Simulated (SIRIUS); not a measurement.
BaS under changes of volume

One of the cells (33.228 Å³/atom); the others are scaled copies at fixed shape and fractional positions:

```
Ba S
1.0
     0.00000    3.21490    3.21490
     3.21490    0.00000    3.21490
     3.21490    3.21490    0.00000
Ba S
1 1
Direct
  0.00000 0.00000 0.00000
  0.50000 0.50000 0.50000
```

```yaml
Program: SIRIUS 7.10.0
Functional: PBEsol
Potentials_or_basis: PseudoDojo 0.4.1 PBEsol standard (scalar relativistic)
Cutoff: 725 eV
Density_cutoff: 2900 eV
k_mesh: 7 × 7 × 7
Occupations: fermi-dirac, width 0.05 eV
Spin: no spin polarisation
```

```csv
volume (Å³/atom),energy over the lowest point (meV/atom),pressure (GPa),gap on the mesh (eV)
30.622,?,?,?
31.273,2.11,1.0,2.01
31.925,0.00,0.0,2.05
33.228,6.90,-1.7,2.11
33.879,15.14,-2.4,2.14
34.531,26.12,-3.0,2.17
```

Task: What does the run at 30.622 Å³/atom give?

Result: Energy over the lowest point 8.53 meV/atom; pressure 2.1 GPa; gap on the mesh 1.97 eV.

Worked out: A Birch-Murnaghan fit of order 3 (a polynomial in V^(-2/3)) to the other rows has its minimum at 31.94 Å³/atom with B0 = V·E''(V) = 46 GPa and B' = 4.5. It gives 8.52 meV/atom at 30.622 Å³/atom, against the run's 8.53, and -dE/dV = 2.1 GPa, against 2.1. A straight line through the other rows of the gap, of slope 1.59 eV per unit of ln V, extrapolates to 1.98 eV, against the run's 1.97.

Energies are extrapolated to zero smearing.

Caveats: this release of the barium file is off; spin-orbit coupling is left out, which moves the levels of the heavy elements; an odd mesh through Γ misses points on the zone boundary, where band edges often lie.
